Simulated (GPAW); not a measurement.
# ZnS (F-43m) in GPAW: notebook, part 2 of 4

GPAW 26.7.0. The steps go on from the part before.

## 3. Phonons, r2SCAN

Input file run.py:

```python
import json
import numpy as np
import spglib
from ase import Atoms
from ase.constraints import FixSymmetry
from ase.filters import FrechetCellFilter
from ase.io import read, write
from ase.optimize import BFGS
from phonopy import Phonopy
from phonopy.structure.atoms import PhonopyAtoms
from gpaw import GPAW, PW

atoms = read('ZnS.cif')
cell, positions, numbers = spglib.find_primitive(
    (atoms.cell[:], atoms.get_scaled_positions(), atoms.numbers), symprec=1e-4)
atoms = Atoms(numbers, cell=cell, scaled_positions=positions, pbc=True)

calc = GPAW(mode=PW(600),
            xc='MGGA_X_R2SCAN+MGGA_C_R2SCAN',
            kpts={'size': (9, 9, 9), 'gamma': True},
            occupations={'name': 'fermi-dirac', 'width': 0.05},
            setups={'S': 'v3'},
            nbands=-9,
            convergence={'density': 1e-06, 'eigenstates': 1e-09},
            maxiter=150,
            txt='gpaw.txt')
atoms.calc = calc
atoms.set_constraint(FixSymmetry(atoms))
BFGS(FrechetCellFilter(atoms), trajectory='relax.traj', logfile='-').run(fmax=0.005, steps=40)
atoms.set_constraint()
energy = atoms.get_potential_energy()
forces = atoms.get_forces()
stress = atoms.get_stress()
calc.write('gs.gpw')
write('result.traj', atoms)
print('Cell:', atoms.cell.cellpar().round(4))
print(atoms.get_scaled_positions().round(5))

def force_constants(scale):
    unit = PhonopyAtoms(symbols=atoms.get_chemical_symbols(), cell=atoms.cell[:] * scale**(1 / 3),
                        scaled_positions=atoms.get_scaled_positions())
    ph = Phonopy(unit, supercell_matrix=np.diag([1, 1, 1]), primitive_matrix=np.eye(3), symprec=1e-4)
    ph.generate_displacements(distance=0.01)
    forces = []
    for i, sc in enumerate(ph.supercells_with_displacements):
        a = Atoms(sc.symbols, cell=sc.cell, scaled_positions=sc.scaled_positions, pbc=True)
        c = GPAW(mode=PW(510),
                 xc='MGGA_X_R2SCAN+MGGA_C_R2SCAN',
                 kpts={'size': (9, 9, 9), 'gamma': True},
                 occupations={'name': 'fermi-dirac', 'width': 0.05},
                 setups={'S': 'v3'},
                 nbands=-9,
                 convergence={'density': 1e-06, 'eigenstates': 1e-09},
                 maxiter=150,
                 txt=f'disp-{scale:.3f}-{i:02d}.txt')
        a.calc = c
        f = a.get_forces()
        forces.append(f - f.mean(axis=0))
        print(f'displacement {i}: drift', f.mean(axis=0).round(5), flush=True)
    ph.forces = forces
    ph.produce_force_constants()
    ph.symmetrize_force_constants()
    return ph

qpoints = [[0.0, 0.0, 0.0]]
results = {}
for scale in [1.0]:
    ph = force_constants(scale)
    ph.run_qpoints(qpoints)
    nu = ph.qpoints.frequencies * 33.35641  # THz to cm^-1
    results[f'{scale:.3f}'] = nu.tolist()
    for qp, f in zip(qpoints, nu):
        print(scale, np.round(qp, 4), f.round(2))
json.dump(results, open('phonons.json', 'w'))
```

Input file ZnS.cif:

```cif
data_ZnS
_cell_length_a 5.40400000
_cell_length_b 5.40400000
_cell_length_c 5.40400000
_cell_angle_alpha 90.00000000
_cell_angle_beta 90.00000000
_cell_angle_gamma 90.00000000
_space_group_name_H-M_alt 'F-43m'
_space_group_name_Hall 'F -4 2 3'
_space_group_IT_number 216
loop_
_space_group_symop_operation_xyz
'x,y,z'
'y,-x,-z'
'-x,-y,z'
'-y,x,-z'
'x,-y,-z'
'y,x,z'
'-x,y,-z'
'-y,-x,z'
'z,x,y'
'-z,y,-x'
'z,-x,-y'
'-z,-y,x'
'-z,x,-y'
'z,y,x'
'-z,-x,y'
'z,-y,-x'
'y,z,x'
'-x,-z,y'
'-y,z,-x'
'x,-z,-y'
'-y,-z,x'
'x,z,y'
'y,-z,-x'
'-x,z,-y'
'x,y+1/2,z+1/2'
'y,-x+1/2,-z+1/2'
'-x,-y+1/2,z+1/2'
'-y,x+1/2,-z+1/2'
'x,-y+1/2,-z+1/2'
'y,x+1/2,z+1/2'
'-x,y+1/2,-z+1/2'
'-y,-x+1/2,z+1/2'
'z,x+1/2,y+1/2'
'-z,y+1/2,-x+1/2'
'z,-x+1/2,-y+1/2'
'-z,-y+1/2,x+1/2'
'-z,x+1/2,-y+1/2'
'z,y+1/2,x+1/2'
'-z,-x+1/2,y+1/2'
'z,-y+1/2,-x+1/2'
'y,z+1/2,x+1/2'
'-x,-z+1/2,y+1/2'
'-y,z+1/2,-x+1/2'
'x,-z+1/2,-y+1/2'
'-y,-z+1/2,x+1/2'
'x,z+1/2,y+1/2'
'y,-z+1/2,-x+1/2'
'-x,z+1/2,-y+1/2'
'x+1/2,y,z+1/2'
'y+1/2,-x,-z+1/2'
'-x+1/2,-y,z+1/2'
'-y+1/2,x,-z+1/2'
'x+1/2,-y,-z+1/2'
'y+1/2,x,z+1/2'
'-x+1/2,y,-z+1/2'
'-y+1/2,-x,z+1/2'
'z+1/2,x,y+1/2'
'-z+1/2,y,-x+1/2'
'z+1/2,-x,-y+1/2'
'-z+1/2,-y,x+1/2'
'-z+1/2,x,-y+1/2'
'z+1/2,y,x+1/2'
'-z+1/2,-x,y+1/2'
'z+1/2,-y,-x+1/2'
'y+1/2,z,x+1/2'
'-x+1/2,-z,y+1/2'
'-y+1/2,z,-x+1/2'
'x+1/2,-z,-y+1/2'
'-y+1/2,-z,x+1/2'
'x+1/2,z,y+1/2'
'y+1/2,-z,-x+1/2'
'-x+1/2,z,-y+1/2'
'x+1/2,y+1/2,z'
'y+1/2,-x+1/2,-z'
'-x+1/2,-y+1/2,z'
'-y+1/2,x+1/2,-z'
'x+1/2,-y+1/2,-z'
'y+1/2,x+1/2,z'
'-x+1/2,y+1/2,-z'
'-y+1/2,-x+1/2,z'
'z+1/2,x+1/2,y'
'-z+1/2,y+1/2,-x'
'z+1/2,-x+1/2,-y'
'-z+1/2,-y+1/2,x'
'-z+1/2,x+1/2,-y'
'z+1/2,y+1/2,x'
'-z+1/2,-x+1/2,y'
'z+1/2,-y+1/2,-x'
'y+1/2,z+1/2,x'
'-x+1/2,-z+1/2,y'
'-y+1/2,z+1/2,-x'
'x+1/2,-z+1/2,-y'
'-y+1/2,-z+1/2,x'
'x+1/2,z+1/2,y'
'y+1/2,-z+1/2,-x'
'-x+1/2,z+1/2,-y'
loop_
_atom_site_label
_atom_site_type_symbol
_atom_site_symmetry_multiplicity
_atom_site_Wyckoff_symbol
_atom_site_fract_x
_atom_site_fract_y
_atom_site_fract_z
_atom_site_occupancy
Zn1 Zn 4 c 0.2500000000 0.2500000000 0.2500000000 1
S1 S 4 a 0.0000000000 0.0000000000 0.0000000000 1
```

Potentials or basis: GPAW PAW data sets (gpaw-data 1.2.1), newer versions, pw.

Started as:

```
> OMP_NUM_THREADS=1 python run.py
```

gpaw.txt:

```text
__  _  _
 | _ |_)|_||  |
 |__||  | ||/\| - 26.7.0

Input parameters:
  mode=PW(ecut=600.0),
  convergence={'density': 1e-06, 'eigenstates': 1e-09},
  kpts=MonkhorstPack(size=(9, 9, 9), gamma=True),
  maxiter=150,
  nbands=-9,
  occupations=Occupations(name='fermi-dirac', width=0.05),
  setups={'S': 'v3'},
  xc=XC(name='MGGA_X_R2SCAN+MGGA_C_R2SCAN')

Diagonalizing LCAO Hamiltonian
Converting LCAO to pw mode

           Zn

       S

Atoms  # Å, Bohr magnetons
|   | symbol |        x |        y |        z |    initial magnetic moments |
|---|--------|----------|----------|----------|-----------------------------|
| 0 |     Zn | 1.351000 | 1.351000 | 1.351000 | ( 0.0000,  0.0000,  0.0000) |
| 1 |      S | 0.000000 | 0.000000 | 0.000000 | ( 0.0000,  0.0000,  0.0000) |

Unit cell  # Å
| periodic |        x |        y |        z |  lengths |    angles |
|----------|----------|----------|----------|----------|-----------|
|      yes | 0.000000 | 2.702000 | 2.702000 | 3.821205 | 60.000000 |
|      yes | 2.702000 | 0.000000 | 2.702000 | 3.821205 | 60.000000 |
|      yes | 2.702000 | 2.702000 | 0.000000 | 3.821205 | 60.000000 |

Number of symmetries: 24
Symmetry operations  # r_c * U_cc + t_c -> r_c
|    | kind |            matrix            |
|----|------|------------------------------|
|  0 |  E   |  1, 0, 0,  0, 1, 0,  0, 0, 1 |
|  1 |  σ   |  1, 0, 0,  0, 0, 1,  0, 1, 0 |
|  2 |  σ   |  1, 0,-1,  0, 1,-1,  0, 0,-1 |
|  3 |  C3  |  1, 0,-1,  0, 0,-1,  0, 1,-1 |
|  4 |  C3  |  1,-1, 0,  0,-1, 1,  0,-1, 0 |
[... 507 lines left out ...]
|----|------|------------------------------|
|  0 |  E   |  1, 0, 0,  0, 1, 0,  0, 0, 1 |
|  1 |  σ   |  1, 0, 0,  0, 0, 1,  0, 1, 0 |
|  2 |  σ   |  1, 0,-1,  0, 1,-1,  0, 0,-1 |
|  3 |  C3  |  1, 0,-1,  0, 0,-1,  0, 1,-1 |
|  4 |  C3  |  1,-1, 0,  0,-1, 1,  0,-1, 0 |
|  5 |  σ   |  1,-1, 0,  0,-1, 0,  0,-1, 1 |
|  6 |  σ   |  0, 1, 0,  1, 0, 0,  0, 0, 1 |
|  7 |  C3  |  0, 1, 0,  0, 0, 1,  1, 0, 0 |
|  8 |  C2  |  0, 1,-1,  1, 0,-1,  0, 0,-1 |
[... 150 lines left out ...]
|iter:   1| |  -21.681378 | -0.76 |       |
|iter:   2| |  -17.653283 | -1.20 | -1.61 |
|iter:   3| |  -17.655010 | -3.08 | -2.43 |
|iter:   4| |  -17.654043c| -4.32 | -2.44 |
|iter:   5| |  -17.653937c| -4.33 | -2.74 |
|iter:   6| |  -17.653986c| -5.40 | -2.96 |
|iter:   7| |  -17.653984c| -4.98 | -2.95 |
|iter:   8| |  -17.653977c| -6.39 | -3.10 |
|iter:   9| |  -17.653968c| -6.16 | -3.17 |
|iter:  10| |  -17.653966c| -7.39 | -3.32 |
|iter:  11| |  -17.653963c| -7.65 | -3.37 |
|iter:  12| |  -17.653956c| -6.36 | -3.44 |
|iter:  13| |  -17.653957c| -7.11 | -3.96 |
|iter:  14| |  -17.653957c| -8.03 | -4.75 |
|iter:  15| |  -17.653957c| -9.20c| -5.41 |
|iter:  16| |  -17.653957c|-10.29c| -5.95 |
|iter:  17| |  -17.653957c|-10.09c| -6.61c|

Converged in 17 steps
Energy contributions relative to reference atoms: (reference = -59719.847817)

Energy contributions:
  Kinetic:          19.727078
  Coulomb:         -16.568429
  Zero:             -0.179435
  External:          0.000000
  Xc:              -20.633170
  Entropy:          -0.000000
  Spinorbit:         0.000000
  ----------------------------
  Free energy:     -17.653957
  Extrapolated:    -17.653957
[... 26 lines left out ...]
Gap: 2.740 eV
Transition (v -> c):
  (s=0, k=0, n=8, [0.00, 0.00, 0.00]) -> (s=0, k=0, n=9, [0.00, 0.00, 0.00])
No difference between direct/indirect transitions

Stress tensor  # eV/Ang^3
|         x |         y |         z |
|-----------|-----------|-----------|
| -0.000103 |  0.000000 | -0.000000 |
|  0.000000 | -0.000103 |  0.000000 |
| -0.000000 |  0.000000 | -0.000103 |

Forces  # eV/Ang
|       x |        y |        z |
|---------|----------|----------|
| 0.00000 |  0.00000 |  0.00000 |  # Zn   0
| 0.00000 | -0.00000 | -0.00000 |  # S    1

# Writing to gs.gpw (mode='')
```

disp-1.000-00.txt:

```text
__  _  _
 | _ |_)|_||  |
 |__||  | ||/\| - 26.7.0

Input parameters:
  mode=PW(ecut=510.0),
  convergence={'density': 1e-06, 'eigenstates': 1e-09},
  kpts=MonkhorstPack(size=(9, 9, 9), gamma=True),
  maxiter=150,
  nbands=-9,
[... 205 lines left out ...]
|          2 |        -2.919 |     2.000 |
|          3 |        -2.911 |     2.000 |
|          4 |        -2.349 |     2.000 |
|          5 |        -2.349 |     2.000 |
[... 10 lines left out ...]
|         16 |        18.912 |     0.000 |
|         17 |        18.945 |     0.000 |

Gap: 2.731 eV
Transition (v -> c):
  (s=0, k=0, n=8, [0.00, 0.00, 0.00]) -> (s=0, k=0, n=9, [0.00, 0.00, 0.00])
No difference between direct/indirect transitions

Forces  # eV/Ang
|        x |        y |        z |
|----------|----------|----------|
|  0.00115 | -0.04264 | -0.04264 |  # Zn   0
| -0.00130 |  0.04251 |  0.04251 |  # S    1
```

Run time: 9.2 min. Hardware: 1 thread of Intel Xeon Platinum 8488C (Sapphire Rapids), shared host; peak memory 1.3 GiB.

Results:

| Property | Result |
| --- | --- |
| Free energy | -17.6540 eV |
| Relaxed volume | 19.45 Å³/atom |
| Relaxed cell | a = 3.803 Å, b = 3.803 Å, c = 3.803 Å, α = 60.00°, β = 60.00°, γ = 60.00° |
| Space group after relaxing (to 0.05 Å) | F-43m (No. 216) |
| Pressure after relaxing | 0.0 GPa |
| Band gap on the k mesh | 2.74 eV, direct |
| Highest phonon frequency at Γ, LO-TO splitting left out | 276 cm⁻¹ |

Final structure:
```
Zn S
1.0
     0.00000    2.68914    2.68914
     2.68914    0.00000    2.68914
     2.68914    2.68914    0.00000
Zn S
1 1
Cartesian
  1.3446 1.3446 1.3446
  0.0000 0.0000 0.0000
```

Levels at points of the mesh, in eV from the valence-band top:
| k point | band 5 | band 6 | band 7 | band 8 | band 9 | band 10 | band 11 | band 12 | band 13 | band 14 |
| --- | --- | --- | --- | --- | --- | --- | --- | --- | --- | --- |
| (0.00, 0.00, 0.00) | -5.95 | -5.95 | 0.00 | 0.00 | 0.00 | 2.74 | 6.85 | 6.85 | 6.85 | 12.19 |

Phonon frequencies in cm⁻¹ (negative: imaginary):
| q point | frequencies |
| --- | --- |
| (0.000, 0.000, 0.000) | 0 0 0 276 276 276 |

Caveat: the cutoff is short for stress and forces, so pressures can be off by a GPa or more; the LO-TO splitting is left out; the PAW data sets were made with another functional, which shifts forces and pressure a little.

(Part 2 of 4 ends here.)
